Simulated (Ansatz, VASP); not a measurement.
**Se (linear Se chain) in two plane-wave programs**

One calculation is typed for both programs; each brings its own data sets. How far apart do they land? The cell is taken from a series of runs on this material, whose earlier steps may have relaxed, scaled, displaced or heated it; both programs get it as it stands.

Program: Ansatz 0.2.0. Level of theory: plane waves, with VASP 6.6.1 beside it; single point at PBE. Results are calculated unless marked as measured.

### 1. Starting point

The cell holds 1 atom: 1 Se. Its edges and angles: a = 7.500 Å, b = 7.500 Å, c = 3.083 Å, α = 90.0°, β = 90.0°, γ = 90.0°. Vacuum lies along a and b. The structure's axis is c.

### 2. Ansatz: single point, PBE

Ansatz runs on its default PAW (the set named soft_2) files.

A single point gives forces, pressure and levels at one fixed geometry, so differences don't come from the geometry; what else differs is listed under the comparison.

Contents of input.yaml:

```yaml
crystal:
  lattice:
    - [7.5, 0.0, 0.0]
    - [0.0, 7.5, 0.0]
    - [0.0, 0.0, 3.0834735549]
  atoms:
    - { symbol: Se, position: [0.5, 0.5, 0.0], spin: 0.3 }
magnetization:
  spin_polarized: true
kpoints:
  mp_grid: { grid: [1, 1, 26] }
scf:
  occupations: { method: fermi_dirac, width: 0.05 }
hamiltonian:
  xc: pbe
output:
  transmission:
    e_range: [-2, 2]
    de: 0.035
    kmesh: [1, 1]
    reduced_basis: true
    leads: [[0, 0]]
  stress: true
```

Launch:

```sh
> ansatz run input.yaml --threads 4 --pin off --max-ram 8192MiB --backend cpu --events-out ev --progress --plain --runs-dir out
```

Numbers of over 12 decimals in the logs are rounded to 6 here.

Output:

```text
Engine: ansatz 0.2.0, aarch64-unknown-linux-gnu
Pseudopotentials: kind: paw
Pseudopotential: Se, paw, valence charge 16, recommended cutoff 420 eV (normal), Se.paw.azcp
Functional definition: PBE
  parameter kappa = 0.804
  parameter beta = 0.066725
  exchange = pbe_x(kappa = kappa, mu = beta*pi^2/3)
  correlation = pbe_c(beta = beta)
Crystal: 1 atoms, lattice volume = 173.445 Å³
Basis set: ecut = 420 eV, 3395 PW (Γ)
Bands: 13, of which v1, the nominal top of the filled ones, is band 8 counted from 1 (7 counted from 0)
Symmetry: 16 space group operations
Space group: P4/mmm (ITA 123), of the structure as read, at distance tolerance 5.6e-5 Å
Magnetic group: BNS 123.339 (UNI 999), of the structure as read, at distance tolerance 5.6e-5 Å
k-points: 14 of 26
Non-local potential: Se, projectors of the file, l = 0: 2, l = 1: 2, l = 2: 3, l = 3: 1
PAW form: soft (Blöchl's): semilocal exchange-correlation on the pseudo side does not see the compensation charge
PAW one-centre angular grid: Se, 590 points (default); XC on 64 Gauss nodes
Initial density: superposition of atomic densities (neutral atoms: chi_scale 0, normalization atom)
Starting moments: Σ|m| = 0.3 μB on 1 of 1 site
Initial wavefunctions: pseudopotential atomic-orbital guess
Functional: x = pbe(κ = 0.804, μ = 0.219515), c = pbe(β = 0.066725)
iter 1 solved again at ethr=2.35e-4 eV; its pass at ethr=3.10e-3 eV (dr2=3.76e-2 eV) is discarded
SCF iter   1: F=—  HF=-5467.385143 eV  |F-HF|=—  |Δ(HF+E_count)|=         —  Δρ=9.37e-3 (↑9.37e-3 ↓9.30e-3)  dr2=3.73e-2  dr2_m=1.28e-1  M=0.152 μB ∫|m|=0.156 μB  β_m=0.30  ethr=2.35e-4  ⟨swp⟩=1.1  Hψ=2585  notcnv=0
preconditioner: auto → LDOS  [metal: Δε(μ)=0.010 eV  Ē_g=10.647 eV  σ=0.050 eV  W_gap=0.05  n_scr=12 (ndim 8)  ℏωp=6.9 eV  f_vac=0.719  D(μ)=2.89/eV (n_scr^D=12)]
spin=Collinear: LDOS preconditioning applied to the charge; magnetization (m = ρ↑ − ρ↓) channel mixes plain (no charge-response kernel on spin).
SCF iter   2: F=—  HF=-5467.387541 eV  |F-HF|=—  |Δ(HF+E_count)|=   2.40e-3  Δρ=6.52e-3 (↑6.52e-3 ↓6.51e-3)  dr2=1.67e-2  dr2_m=6.31e-2  M=0.149 μB ∫|m|=0.154 μB  β_m=0.30  ethr=2.33e-4  ⟨swp⟩=2.0  Hψ=482  notcnv=0
spin-set hold released at iteration 2 (site moments show no strong build): the magnetisation degrees of freedom join the quasi-Newton model from the next iteration; the mixer history was kept
SCF iter   3: F=—  HF=-5467.389118 eV  |F-HF|=—  |Δ(HF+E_count)|=   1.58e-3  Δρ=4.53e-3 (↑4.40e-3 ↓4.53e-3)  dr2=2.84e-3  dr2_m=3.12e-2  M=0.145 μB ∫|m|=0.149 μB  β_m=0.14  ethr=1.04e-4  ⟨swp⟩=2.2  Hψ=577  notcnv=0
SCF iter   4: F=—  HF=-5467.391535 eV  |F-HF|=—  |Δ(HF+E_count)|=   2.42e-3  Δρ=2.63e-3 (↑2.43e-3 ↓2.63e-3)  dr2=2.71e-3  dr2_m=9.72e-3  M=0.151 μB ∫|m|=0.156 μB  β_m=0.46  ethr=1.78e-5  ⟨swp⟩=1.0  Hψ=364  notcnv=0
SCF iter   5: F=—  HF=-5467.392959 eV  |F-HF|=—  |Δ(HF+E_count)|=   1.42e-3  Δρ=5.92e-4 (↑1.83e-4 ↓5.92e-4)  dr2=1.05e-3  dr2_m=1.25e-4  M=0.176 μB ∫|m|=0.183 μB  β_m=0.73  ethr=1.69e-5  ⟨swp⟩=2.4  Hψ=539  notcnv=0
SCF iter   6: F=—  HF=-5467.393457 eV  |F-HF|=—  |Δ(HF+E_count)|=   4.99e-4  Δρ=4.31e-4 (↑3.49e-4 ↓4.31e-4)  dr2=4.39e-5  dr2_m=2.37e-4  M=0.218 μB ∫|m|=0.225 μB  β_m=0.86  ethr=6.57e-6  ⟨swp⟩=2.0  Hψ=584  notcnv=0
SCF iter   7: F=—  HF=-5467.394106 eV  |F-HF|=—  |Δ(HF+E_count)|=   6.48e-4  Δρ=4.69e-4 (↑4.55e-4 ↓4.69e-4)  dr2=1.13e-5  dr2_m=3.38e-4  M=0.257 μB ∫|m|=0.266 μB  β_m=0.86  ethr=2.75e-7  ⟨swp⟩=2.0  Hψ=592  notcnv=0
SCF iter   8: F=-5467.397082 eV  HF=-5467.396160 eV  |F-HF|=9.22e-4  |Δ(HF+E_count)|=   2.05e-3  Δρ=6.69e-4 (↑6.64e-4 ↓6.69e-4)  dr2=5.45e-6  dr2_m=7.04e-4  M=0.356 μB ∫|m|=0.369 μB  β_m=0.93  ethr=7.04e-8  ⟨swp⟩=3.0  Hψ=677  notcnv=0
SCF iter   9: F=-5467.403588 eV  HF=-5467.401243 eV  |F-HF|=2.35e-3  |Δ(HF+E_count)|=   5.08e-3  Δρ=1.08e-3 (↑1.04e-3 ↓1.08e-3)  dr2=4.89e-5  dr2_m=1.77e-3  M=0.522 μB ∫|m|=0.540 μB  β_m=0.96  ethr=3.41e-8  ⟨swp⟩=3.2  Hψ=818  notcnv=0
[...]
SCF iter  14: F=-5467.453547 eV  HF=-5467.449970 eV  |F-HF|=3.58e-3  |Δ(HF+E_count)|=   5.48e-2  Δρ=1.42e-3 (↑1.42e-3 ↓1.20e-3)  dr2=2.08e-4  dr2_m=2.71e-3  M=1.146 μB ∫|m|=1.186 μB  β_m=0.96  ethr=3.41e-8  ⟨swp⟩=4.5  Hψ=1132  notcnv=0  recentre
SCF iter  15: F=-5467.454477 eV  HF=-5467.454699 eV  |F-HF|=2.22e-4  |Δ(HF+E_count)|=   4.73e-3  Δρ=4.44e-4 (↑1.02e-4 ↓4.44e-4)  dr2=5.61e-4  dr2_m=6.64e-5  M=1.162 μB ∫|m|=1.203 μB  β_m=0.98  ethr=3.41e-8  ⟨swp⟩=3.2  Hψ=816  notcnv=0
SCF iter  16: F=-5467.454555 eV  HF=-5467.454675 eV  |F-HF|=1.19e-4  |Δ(HF+E_count)|=   2.46e-5  Δρ=2.98e-4 (↑8.84e-5 ↓2.98e-4)  dr2=2.83e-4  dr2_m=2.65e-5  M=1.161 μB ∫|m|=1.201 μB  β_m=0.89  ethr=3.41e-8  ⟨swp⟩=2.5  Hψ=616  notcnv=0
SCF iter  17: F=-5467.454561 eV  HF=-5467.454675 eV  |F-HF|=1.14e-4  |Δ(HF+E_count)|=   7.44e-7  Δρ=2.34e-4 (↑1.23e-4 ↓2.34e-4)  dr2=2.17e-4  dr2_m=1.61e-5  M=1.161 μB ∫|m|=1.202 μB  β_m=0.61  ethr=3.41e-8  ⟨swp⟩=2.9  Hψ=636  notcnv=0
SCF iter  18: F=-5467.454599 eV  HF=-5467.454643 eV  |F-HF|=4.45e-5  |Δ(HF+E_count)|=   3.20e-5  Δρ=1.40e-4 (↑6.62e-5 ↓1.40e-4)  dr2=8.65e-5  dr2_m=3.93e-6  M=1.160 μB ∫|m|=1.200 μB  β_m=0.45  ethr=3.41e-8  ⟨swp⟩=2.5  Hψ=544  notcnv=0
SCF iter  19: F=-5467.454585 eV  HF=-5467.454653 eV  |F-HF|=6.77e-5  |Δ(HF+E_count)|=   9.76e-6  Δρ=1.43e-4 (↑1.43e-4 ↓1.19e-4)  dr2=1.24e-4  dr2_m=4.44e-6  M=1.159 μB ∫|m|=1.200 μB  β_m=0.13  ethr=3.41e-8  ⟨swp⟩=2.0  Hψ=451  notcnv=0
SCF iter  20: F=-5467.454613 eV  HF=-5467.454596 eV  |F-HF|=1.74e-5  |Δ(HF+E_count)|=   5.73e-5  Δρ=1.05e-4 (↑1.05e-4 ↓8.73e-5)  dr2=4.13e-6  dr2_m=1.37e-5  M=1.158 μB ∫|m|=1.199 μB  β_m=0.44  ethr=3.41e-8  ⟨swp⟩=2.5  Hψ=622  notcnv=0
SCF iter  21: F=-5467.454618 eV  HF=-5467.454617 eV  |F-HF|=1.25e-6  |Δ(HF+E_count)|=   2.08e-5  Δρ=7.72e-6 (↑7.72e-6 ↓7.01e-6)  dr2=1.63e-7  dr2_m=5.76e-9  M=1.159 μB ∫|m|=1.200 μB  β_m=0.72  ethr=2.58e-8  ⟨swp⟩=2.5  Hψ=504  notcnv=0
SCF iter  22: F=-5467.454618 eV  HF=-5467.454618 eV  |F-HF|=3.19e-7  |Δ(HF+E_count)|=   9.57e-7  Δρ=4.34e-6 (↑4.34e-6 ↓3.77e-6)  dr2=3.64e-8  dr2_m=1.65e-8  M=1.159 μB ∫|m|=1.200 μB  β_m=0.86  ethr=6.25e-10  ⟨swp⟩=6.4  Hψ=1734  notcnv=0
SCF iter  23: F=-5467.454618 eV  HF=-5467.454618 eV  |F-HF|=2.48e-9  |Δ(HF+E_count)|=   3.54e-7  Δρ=6.55e-7 (↑5.03e-7 ↓6.55e-7)  dr2=2.36e-9  dr2_m=3.55e-11  M=1.159 μB ∫|m|=1.200 μB  ethr=2.27e-10  ⟨swp⟩=6.1  Hψ=1604  notcnv=0
SCF 1 converged in 23 iterations: F = -5467.454618 eV  dr2 = 2.36e-9
  greatest PAW one-centre occupation: 1.000 electrons in one spin orbital (limit 2), on the Se atom at site 0 (counted from 0), in its partial waves of l = 2
at 10 of the mixer's solves, the last at iteration 18, it left a direction of its history that read negative out of its fit and stepped the other way along it
transmission: 8 of 48 steps passed
transmission: 12 of 48 steps passed
[...]
transmission: 48 of 48 steps passed
SCF converged after 23 iterations
Magnetization: 1.1589 μB (8.5795 up, 7.4205 down)
Absolute magnetization: 1.1618 μB (∫|ρ↑−ρ↓|, with the PAW one-centre terms)
Spin contamination: 0.0016 ħ² per cell (⟨S²⟩ above its minimum at these occupations)
Per-site moments (μB) at R_I (Å): [(0.876182, 1.271933)]
Free energy (F): -5467.454618 eV
Harris-Foulkes:  -5467.454618 eV  (|F-HF|=2.48e-9)
Internal energy: -5467.442475 eV  (E = F + TS)
E sigma→0 (E₀):  -5467.448547 eV
Entropy (-TS):   -0.012142 eV (-12.142 meV/atom)
Fermi energy:    -4.297095 eV
--- Per-component energies (eV) ---
  E_band       = -567.732800
  E_kinetic    = 113.887765
  E_local      = -4451.386837  (includes V_loc(G=0)·N_el)
  E_nonlocal   = -594.545112
  E_hartree    = 2120.535902
  E_xc         = -100.970876
  E_vxc        = -93.707512  (∫ρ·V_xc dr)
  E_paw        = -1912.238028  (= ΣΔE_a)
  E_vpaw       = 216.945232  (= ΣTr[D̂ρ^β])
  E_aug_tail   = -0.000587  (compensation charges beyond the density's cutoff)
  E_ewald      = -642.724704
  E_smearing   = -0.012142  (= −TS)
  E_closure    = -0.000000  (closes the sum)
  Σ components = -5467.454618   (vs F -5467.454618, Δ=0.00e0)
--- Stress (GPa, compression-positive) ---
        0.073455      -0.000000       0.000000
       -0.000000       0.073455       0.000000
        0.000000       0.000000      -4.116721
  P = ⅓ Tr σ = -1.3233 GPa (-13.233 kbar)
--- Band table (eV; the first three rows and the last of 28) ---
  k-point 0 ↑: bands = [... 4 lower, -51.5074, -16.6422, -5.8167, -5.8167, -1.8808, 0.5076, 2.3139, 3.6072, ... 1 higher]
  k-point 1 ↑: bands = [... 4 lower, -51.5074, -16.6284, -5.8027, -5.8027, -2.0134, 0.5346, 2.3369, 3.6297, ... 1 higher]
  k-point 2 ↑: bands = [... 4 lower, -51.5074, -16.5874, -5.7611, -5.7611, -2.3766, 0.6123, 2.4059, 3.6855, ... 1 higher]
  k-point 13 ↓: bands = [... 4 lower, -51.3443, -14.4601, -6.9620, -3.4085, -3.4085, 3.8890, 3.8890, 4.5198, ... 1 higher]
--- Transmission ---
  basis      : 497 plane waves across, 4 finite elements along
  points     : 1, standing for a mesh of 1 x 1
  filling    : by the input's occupations and mesh, since the crystals that have channels conduct as metals do. If one of these is a semiconductor, that mesh has misplaced its level
  energies   : 115 from -2.000000 to 1.990000 eV about the Fermi level, 0.035000 eV apart; the leads are filled to 0.000000 eV, and channels, transmission and decay are at -0.005000 eV
  crystal 0  : Se1, at the sites [0, 0], period 3.0835 Å: whole cells are its period
    offset         : up to 0.0000 Å between an atom of the period and one for which it stands
    filled         : 15.5 meV over the level at which it is neutral
    channels       : 1.000000e0 up, 3.000000e0 down
    conductance    : 2.7549e14 S/m² at 300 K; may be off by some 0.0 % by where its bands' edges are placed, 0.0 % from the distance to neutral
```

### 3. VASP: single point, PBE

The same cell, functional, mesh and smearing now go to VASP, with its own data sets.

Lines of VASP's logs that name or quote its potential files are left out, and so is its time.

Contents of INCAR:

```
SYSTEM = Se
PREC = Accurate
ENCUT = 500
EDIFF = 1E-06
NELM = 200
ISMEAR = -1
SIGMA = 0.05
LREAL = .FALSE.
ALGO = Normal
GGA = PE
NBANDS = 10
ISPIN = 2
MAGMOM = 0.88
LORBIT = 11
LWAVE = .FALSE.
LCHARG = .FALSE.
ISIF = 2
LASPH = .TRUE.
GGA_COMPAT = .FALSE.
```

Contents of POSCAR:

```
Se
1.0
    7.5000000000      0.0000000000      0.0000000000
    0.0000000000      7.5000000000      0.0000000000
    0.0000000000      0.0000000000      3.0834735549
Se
1
Direct
    0.5000000000      0.5000000000      0.0000000000
```

Contents of KPOINTS:

```
Automatic mesh
0
Gamma
1 1 26
0 0 0
```

Potentials, in the order of the species: Se (PBE family, release 64).

Launch:

```sh
> mpirun -np 1 vasp_std
```

Output:

```text
[banner, memory and clock lines left out]
running    1 mpi-ranks, on    1 nodes
 distrk:  each k-point on    1 cores,    1 groups
 distr:  one band on    1 cores,    1 groups

 POSCAR found type information on POSCAR Se
 POSCAR found :  1 types and       1 ions
 LDA part: xc-table for (Slater+PW92), standard interpolation
 POSCAR, INCAR and KPOINTS ok, starting setup
 FFT: planning ... GRIDC
 FFT: planning ... GRID_SOFT
 FFT: planning ... GRID
 WAVECAR not read
 entering main loop
       N       E                     dE             d eps       ncg     rms          rms(c)
DAV:   1     0.334994535129E+02    0.33499E+02   -0.15781E+03   560   0.332E+02
DAV:   2     0.888066116665E+00   -0.32611E+02   -0.29658E+02   834   0.619E+01
DAV:   3    -0.179614003300E+01   -0.26842E+01   -0.26249E+01   664   0.246E+01
DAV:   4    -0.183363844659E+01   -0.37498E-01   -0.37451E-01   652   0.342E+00
DAV:   5    -0.183391118041E+01   -0.27273E-03   -0.27273E-03   656   0.294E-01    0.130E+00
DAV:   6    -0.186983281354E+01   -0.35922E-01   -0.89414E-02   608   0.134E+00    0.764E-01
DAV:   7    -0.186252097438E+01    0.73118E-02   -0.19889E-02   600   0.596E-01    0.326E-01
DAV:   8    -0.187306369799E+01   -0.10543E-01   -0.52326E-03   580   0.341E-01    0.133E-01
DAV:   9    -0.188125798598E+01   -0.81943E-02   -0.14149E-03   604   0.159E-01    0.684E-02
DAV:  10    -0.188160191868E+01   -0.34393E-03   -0.16063E-04   568   0.638E-02    0.300E-02
DAV:  11    -0.188192845199E+01   -0.32653E-03   -0.34936E-05   600   0.317E-02    0.889E-03
DAV:  12    -0.188204175556E+01   -0.11330E-03   -0.11735E-05   566   0.159E-02    0.435E-03
DAV:  13    -0.188205608148E+01   -0.14326E-04   -0.28838E-06   576   0.652E-03    0.210E-03
DAV:  14    -0.188205685757E+01   -0.77609E-06   -0.12758E-07   622   0.193E-03
   1 F= -.18820569E+01 E0= -.18760067E+01  d E =-.121004E-01  mag=     1.1582
```

OUTCAR, selected parts (step 3):

```text
ion  position               nearest neighbor table
   1  0.500  0.500  0.000-

  LATTYP: Found a simple tetragonal cell.
 ALAT       =     7.5000000000
 C/A-ratio  =     0.4111298073

 Subroutine GETGRP returns: Found 16 space group operations
 (whereof 16 operations were pure point group operations)

The static configuration has the point symmetry D_4h.

 Found     14 irreducible k-points:

   k-points           NKPTS =     14   k-points in BZ     NKDIM =     14   number of bands    NBANDS=     10

   dimension x,y,z NGX =    56 NGY =   56 NGZ =   24
   dimension x,y,z NGXF=   112 NGYF=  112 NGZF=   48

   ENCUT  =  500.0 eV  36.75 Ry    6.06 a.u.  13.67 13.67  5.62*2*pi/ulx,y,z

   NELECT =       6.0000    total number of electrons

 k-points in reciprocal lattice and weights: Automatic mesh
   0.00000000  0.00000000  0.00000000       0.038
   0.00000000  0.00000000  0.03846154       0.077
   0.00000000  0.00000000  0.07692308       0.077
   0.00000000  0.00000000  0.11538462       0.077
   0.00000000  0.00000000  0.15384615       0.077
   0.00000000  0.00000000  0.19230769       0.077
   0.00000000  0.00000000  0.23076923       0.077
   0.00000000  0.00000000  0.26923077       0.077
   0.00000000  0.00000000  0.30769231       0.077
[...]
0.00000000  0.00000000  0.46153846       0.077
   0.00000000  0.00000000  0.50000000       0.038

 average (electrostatic) potential at core
       1 -62.9145

 E-fermi :  -4.9633

 spin component 1
 k-point     1 :       0.0000    0.0000    0.0000
  band No.  band energies     occupation
      1     -17.3030      1.00000
      2      -6.4805      1.00000
      3      -6.4805      1.00000
      4      -2.5415      0.00000
      5      -0.1591      0.00000
      6       1.6477      0.00000
      7       2.9382      0.00000
      8       2.9452      0.00000
    ...

 k-point     2 :       0.0000    0.0000    0.0385
  band No.  band energies     occupation
      1     -17.2892      1.00000
      2      -6.4665      1.00000
      3      -6.4665      1.00000
      4      -2.6741      0.00000
      5      -0.1322      0.00000
      6       1.6707      0.00000
      7       2.9606      0.00000
      8       2.9639      0.00000
    ...

 k-point     3 :       0.0000    0.0000    0.0769
  band No.  band energies     occupation
      1     -17.2481      1.00000
      2      -6.4249      1.00000
      3      -6.4249      1.00000
      4      -3.0374      0.00000
      5      -0.0545      0.00000
      6       1.7397      0.00000
      7       3.0192      0.00000
      8       3.0192      0.00000
    ...

 k-point     4 :       0.0000    0.0000    0.1154
  band No.  band energies     occupation
      1     -17.1810      1.00000
      2      -6.3570      1.00000
      3      -6.3570      1.00000
      4      -3.5567      0.00000
      5       0.0693      0.00000
      6       1.8546      0.00000
      7       3.1086      0.00000
      8       3.1086      0.00000
    ...

 k-point     5 :       0.0000    0.0000    0.1538
  band No.  band energies     occupation
      1     -17.0897      1.00000
      2      -6.2647      1.00000
      3      -6.2647      1.00000
      4      -4.1605      0.00000
      5       0.2375      0.00000
      6       2.0153      0.00000
      7       3.2270      0.00000
      8       3.2270      0.00000
    ...

 k-point     6 :       0.0000    0.0000    0.1923
  band No.  band energies     occupation
      1     -16.9773      1.00000
      2      -6.1512      1.00000
      3      -6.1512      1.00000
      4      -4.7961      0.03411
      5       0.4500      0.00000
      6       2.2216      0.00000
      7       3.3637      0.00000
      8       3.3637      0.00000
    ...

  Total        0.0795404      0.0795404     -4.4612426      0.0000000      0.0000000      0.0000000
  in kB        0.7347430      0.7347430    -41.2101003      0.0000000      0.0000000      0.0000000
  external PRESSURE =     -13.2468715 kB  Pullay stress =       0.0000000 kB

  energy-cutoff  :      500.00
  volume of cell :      173.45
      direct lattice vectors                 reciprocal lattice vectors
     7.500000000  0.000000000  0.000000000     0.133333333  0.000000000  0.000000000
     0.000000000  7.500000000  0.000000000     0.000000000  0.133333333  0.000000000
     0.000000000  0.000000000  3.083473555     0.000000000  0.000000000  0.324309576

 POSITION                                       TOTAL-FORCE (eV/Angst)
 -----------------------------------------------------------------------------------
      3.75000      3.75000      0.00000         0.000000      0.000000      0.000000
 -----------------------------------------------------------------------------------
    total drift:                                0.000000     -0.000000      0.000000

  FREE ENERGIE OF THE ION-ELECTRON SYSTEM (eV)
  ---------------------------------------------------
  free  energy   TOTEN  =        -1.8820568576 eV

  energy  without entropy=       -1.8699564638  energy(sigma->0) =       -1.87600666

 total charge
# of ion       s       p       d       tot
------------------------------------------
    1        1.510   2.042   0.006   3.558

 magnetization (x)
# of ion       s       p       d       tot
------------------------------------------
    1        0.015   0.665   0.001   0.680

[... 6 further parts left out ...]
```

### 4. Differences

Known differences besides the potentials themselves: VASP starts from the moments at which Ansatz ended; the data sets hold 16 valence electrons in Ansatz (on its default PAW (the set named soft_2) files) and 6 in VASP; the cutoff is 420 eV in Ansatz and 500 eV in VASP; site moments are counted in spheres of each program's own size. Total energies have different zeros and are not compared.

The two programs side by side:

```
          quantity  Ansatz   VASP  difference
    pressure (GPa)   -1.32  -1.32        0.00
 total moment (μB)    1.16   1.16        0.00
moment on Se1 (μB)    0.88   0.68       +0.20
```

### 5. Outcome

| Quantity | Value |
| --- | --- |
| difference in total moment (single point, PBE) | 7.3e-4 μB |

What this shows: The difference in total moment is 7.3e-4 μB (single point, PBE). The data sets hold unlike numbers of valence electrons (16 in Ansatz and 6 in VASP), so part of the differences comes from the potentials. How closely two codes agree says nothing of how well the functional describes the real material.

[Lines on the potential files, build, host, timing and source positions are cut from VASP's logs without a mark.]

[Logs are printed without paths, hosts, clocks, repeated set-up lines and the standing remarks that a program may print on its own settings, such as how far it seeks lower states.]

[Hosts, paths, dates, database ids (printed as entryN), source tags and the programs' standing remarks are cut or masked in the printed files.]
